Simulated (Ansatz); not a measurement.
A single-point calculation of SiC (F-43m) from a database structure with the PAW code Ansatz, at the level PBE. The cell was relaxed with r2SCAN and then strained, so it isn't that functional's minimum.

input.yaml:
```yaml
crystal:
  lattice:
    - [0.0, 2.1780497564, 2.1780497564]
    - [2.1780497564, 0.0, 2.1780497564]
    - [2.1780497564, 2.1780497564, 0.0]
  atoms:
    - { symbol: Si, position: [0.25, 0.25, 0.25] }
    - { symbol: C, position: [0.0, 0.0, 0.0] }
kpoints:
  mp_grid: { grid: [10, 10, 10] }
  band_path:
    path:
      - [0.0, 0.0, 0.0]
      - [-0.5, -0.5, 0.0]
      - [-0.375, -0.375, 0.25]
      - [-0.375, 0.0, 0.375]
      - [0.0, 0.0, 0.5]
      - [-0.5, -0.25, 0.25]
      - [0.0, 0.5, 0.5]
    npoints: 1
hamiltonian:
  xc: pbe
scf:
  occupations: { method: fermi_dirac, width: 0.02 }
  n_extra_bands: 4
output:
  forces: true
  stress: true
  eigenvalues: true
```

Run as `ansatz run input.yaml --threads 4 --pin off --max-ram 4608MiB --backend cpu --events-out ev --progress --plain --runs-dir out`. It took 0.56 s on 4 threads of Arm Neoverse V1 (shared host); peak host memory 0.27 GiB.

Main lines of the log:
```
Functional definition: PBE
Crystal: 2 atoms, lattice volume = 20.665 Å³
Basis set: ecut = 420 eV, 411 PW (Γ)
Bands: 8, of which v1, the nominal top of the filled ones, is band 4 counted from 1 (3 counted from 0)
Symmetry: 24 space group operations
Space group: F-43m (ITA 216)
k-points: 47 of 1000 (time reversal used)
SCF iter   1: HF=-887.156361 eV  Δρ=2.25e-3  dr2=1.07e-3
preconditioner: auto → none  [insulator: Δε(μ)=1.335 eV  σ=0.020 eV  ℏωp=23.1 eV]
SCF iter   2: HF=-887.156348 eV  Δρ=8.39e-4  dr2=9.08e-5
SCF iter   3: HF=-887.156359 eV  Δρ=3.59e-4  dr2=6.46e-6
SCF iter   4: HF=-887.156385 eV  Δρ=4.16e-5  dr2=3.07e-7
SCF iter   5: HF=-887.156385 eV  Δρ=2.94e-6  dr2=7.47e-10
SCF iter   6: HF=-887.156385 eV  Δρ=3.28e-7  dr2=9.72e-12
SCF 1 converged in 6 iterations: F = -887.156385 eV  dr2 = 9.72e-12
SCF converged after 6 iterations
Free energy (F): -887.156385 eV
Fermi energy:    10.176023 eV
--- Stress (GPa, compression-positive) ---
        3.565272       0.000000       0.000000
        0.000000       3.565272       0.000000
        0.000000       0.000000       3.565272
  P = ⅓ Tr σ = 3.5653 GPa (35.653 kbar)
```

bands.tsv, columns around the gap (it counts bands from 0):
```tsv
# k_distance	band_0	band_1	band_2	band_3	band_4	band_5	band_6	band_7
# fermi_ev = 10.176023
# [0, 0, 0] at k_distance = 0.000000
# [-0.5, -0.5, 0] at k_distance = 1.442388
# [-0.375, -0.375, 0.25] at k_distance = 1.952349
# [-0.375, 0, 0.375] at k_distance = 2.835628
# [0, 0, 0.5] at k_distance = 3.718906
# [-0.5, -0.25, 0.25] at k_distance = 4.738829
# [0, 0.5, 0.5] at k_distance = 6.351467
# levels_relative_to = fermi_ev
0.000	-16.094	-0.680	-0.680	-0.680	5.549	6.639	6.639	6.639
1.442	-11.069	-8.482	-3.868	-3.868	0.678	3.651	13.356	13.356
1.952	-11.070	-7.955	-6.225	-3.276	2.430	7.096	11.171	11.785
2.836	-11.070	-7.955	-6.225	-3.276	2.430	7.096	11.171	11.785
3.719	-12.523	-9.222	-1.733	-1.733	4.760	6.554	6.554	9.371
4.739	-10.838	-7.704	-5.673	-5.369	4.530	8.768	8.790	9.097
6.351	-11.069	-8.482	-3.868	-3.868	0.678	3.651	13.356	13.356
```
In order the rows are Γ, X, U, K, L, W, X.

PBE gives an indirect gap of 1.36 eV, from Γ to X; the least direct gap is 4.55 eV at X. The gap is the least over the mesh and the extra points. The mean pressure is +3.57 GPa (compression positive), so PBE would enlarge the cell's volume.

Spin-unpolarised throughout; all numbers are computed.
